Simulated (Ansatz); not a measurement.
**In3GaAs4: a bulk modulus from differences**

It was reached by relaxing an invented guess, and it needn't be the stable form of this composition.

Theory: DFT PBE, scalar-relativistic, plane waves, PAW in Ansatz 0.2.0. Plane waves to 420 eV, a 6×6×6 mesh through Γ for the 8-atom cell and 0.10 eV Gaussian smearing; no spin polarisation.

```cif
data_structure
_symmetry_space_group_name_H-M 'P-43m'
_symmetry_Int_Tables_number 215
_cell_length_a 6.0774
_cell_length_b 6.0774
_cell_length_c 6.0774
_cell_angle_alpha 90.000
_cell_angle_beta 90.000
_cell_angle_gamma 90.000
_cell_volume 224.46
loop_
_atom_site_label
_atom_site_type_symbol
_atom_site_symmetry_multiplicity
_atom_site_Wyckoff_symbol
_atom_site_fract_x
_atom_site_fract_y
_atom_site_fract_z
_atom_site_occupancy
In1 In 3 d 0.50000 0.00000 0.00000 1
Ga1 Ga 1 b 0.50000 0.50000 0.50000 1
As1 As 4 e 0.26006 0.73994 0.26006 1
```

The cell was set to several volumes, with shape and atoms relaxed at each where symmetry leaves them free. Pressure is positive in compression, and energies count from the lowest row.

| row | V (Å³/atom) | P (GPa) | ΔE (meV/atom) | gap on mesh (eV) |
| --- | --- | --- | --- | --- |
| 1 | 24.691 | 8.76 | 81.6 | 0.27 |
| 2 | 25.533 | 5.98 | 43.1 | 0.08 |
| 3 | 26.374 | ? | ? | ? |
| 4 | 27.216 | 1.66 | 4.2 | 0.00 |
| 5 | 28.058 | 0.00 | 0.0 | 0.00 |
| 6 | 28.900 | -1.41 | 3.8 | 0.00 |
| 7 | 29.741 | -2.58 | 14.4 | 0.00 |
| 8 | 30.864 | -3.86 | 37.1 | 0.00 |

Question: Find B = −V·ΔP/ΔV from rows 4 and 6 and from rows 1 and 2, and from the two its slope B′ and its value B0 at zero pressure.

Answer: Rows 4 and 6 give −(27.216 + 28.900)/2 × (-1.41 − (1.66))/(28.900 − 27.216) = 51.2 GPa at a mean pressure of 0.12 GPa. Rows 1 and 2 give −(24.691 + 25.533)/2 × (5.98 − (8.76))/(25.533 − 24.691) = 82.9 GPa at a mean pressure of 7.37 GPa. So B′ = (82.9 − 51.2)/(7.37 − (0.12)) = 4.37 and B0 = 51.2 − 4.37 × (0.12) = 50.7 GPa. A third-order Birch–Murnaghan fit to all the energies gives B0 = 50.8 GPa and B′ = 4.7.

Question: Estimate the pressure and energy of row 3.

Answer: From row 5, V0 = 28.058 × (1 + (0.00)/50.7) = 28.058 Å³/atom. Murnaghan's form P = (B0/B′)·[(V0/V)^B′ − 1] gives (50.7/4.37) × [(28.058/26.374)^4.37 − 1] = 3.60 GPa; the computed pressure is 3.65 GPa, so the estimate is off by -0.05 GPa. The work of compression from row 4, with the mean of the two pressures, gives ΔE = 4.2 + (3.60 + 1.66)/2 × (27.216 − 26.374)/160.2 × 1000 = 18.0 meV/atom (1 eV/Å³ = 160.2 GPa); the computed value is 18.0 meV/atom. It has no gap on its mesh.

The zero gap may come from the functional, which often closes small gaps. All volumes keep the k mesh of the relaxed cell. A later test with randomly moved atoms came back to the same energy, though modes that don't fit the test's cell weren't probed.

The crystal stiffens on compression, as expected when short-range repulsion grows faster than bonding. The finite-difference B′ of 4.37 lies below the fitted 4.7, probably because it is a secant over a wide pressure range in which B′ itself falls. A B0 near 50.7 GPa is softer than experiment finds for either InAs or GaAs, which fits PBE's usual underbinding and overlong bonds.

The gap appears only under strong compression, reaching 0.27 eV in row 1. Shorter bonds push the antibonding, cation-s-rich conduction state at Γ up faster than the As-p-like valence top. At larger volumes the s-like state has probably dropped below the p-like triplet, whose cubic degeneracy then pins the gap at zero. Indium-rich InGaAs is in fact a direct-gap semiconductor, so the gapless equilibrium state is no evidence of real semimetallicity, though the direction of the pressure shift is credible. Whether the tetrahedral network would survive the highest pressures against denser, higher-coordinated phases isn't shown.
